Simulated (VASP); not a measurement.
Y: single point with PBEsol

Y:

```
Y
1.0
     0.00000    2.52374    2.52374
     2.52374    0.00000    2.52374
     2.52374    2.52374    0.00000
Y
1
Direct
  0.00000 0.00000 0.00000
```

This isn't the form of Y at room conditions, which is hcp.

```json
{
  "Program": "VASP 6.6.1",
  "Task": "single point",
  "Functional": "PBEsol",
  "Potentials or basis": "VASP PAW PBE potentials, release 64 (Y_sv)",
  "Cutoff": "520 eV",
  "k mesh": "12 × 12 × 12",
  "Occupations": "fermi-dirac, width 0.1 eV",
  "Spin": "no spin polarisation"
}
```

```json
{"Pressure": "-1.6 GPa", "Band gap on the k mesh": "none (metal or under the smearing width)"}
```

Levels at points of the mesh, in eV from the Fermi level:
```csv
k point,band 3,band 4,band 5,band 6,band 7,band 8
"(0.00, 0.00, 0.00)",-22.27,-22.27,-4.79,1.79,1.79,1.79
"(0.50, 0.00, 0.00)",-22.35,-22.35,-2.01,0.66,1.62,1.62
"(0.50, 0.50, 0.00)",-22.48,-22.48,-1.78,-0.90,2.14,5.33
```

Wall time 26 s on 1 thread of Intel(R) Xeon(R) Platinum 8488C (Sapphire Rapids), on a shared host, peak memory 0.18 GiB.

Caveat: the PAW data sets were made with another functional, which shifts forces and pressure a little.
